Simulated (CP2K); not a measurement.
**Hf in CP2K: the effect of functional**

Crystal: Hf.

```
CELL_PARAMETERS angstrom
3.19670 0.00000 0.00000
-1.59835 2.76842 0.00000
0.00000 0.00000 5.05780
ATOMIC_POSITIONS crystal
Hf 0.66667 0.33333 0.75000
Hf 0.33333 0.66667 0.25000
```

Alike in all runs:

```yaml
Program: CP2K 2026.2
Potentials_or_basis: POTENTIAL_UZH Hf GTH-PBE-q12; TZVP-MOLOPT-PBE-GTH basis
Density_cutoff: 9184 eV
k_mesh: 10 × 10 × 5
Occupations: fermi-dirac, width 0.05 eV
Spin: no spin polarisation
```

**Question.** One run gave: pressure 3.7 GPa. Which functional did it use?
A. vdW-DF2
B. OLYP
C. PBEsol
D. BLYP
E. rev-vdW-DF2

**Answer.** D.

| functional | pressure (GPa) |
| --- | --- |
| PBE | 0.8 |
| LDA | -5.6 |
| PBEsol | -2.9 |
| BEEF-vdW | 1.4 |
| vdW-DF2 | 5.7 |
| vdW-DF-cx | -2.5 |
| r2SCAN | 2.1 |
| AM05 | -2.6 |
| OLYP | -0.1 |
| rev-vdW-DF2 | -1.1 |
| SCAN | 1.0 |
| BLYP | 3.7 |

Caveats: the basis of atomic orbitals isn't converged, which shifts pressures, moduli and gaps; the potentials were made for another functional, which shifts forces and pressure (some runs).

Not every run made on this cell is shown here.
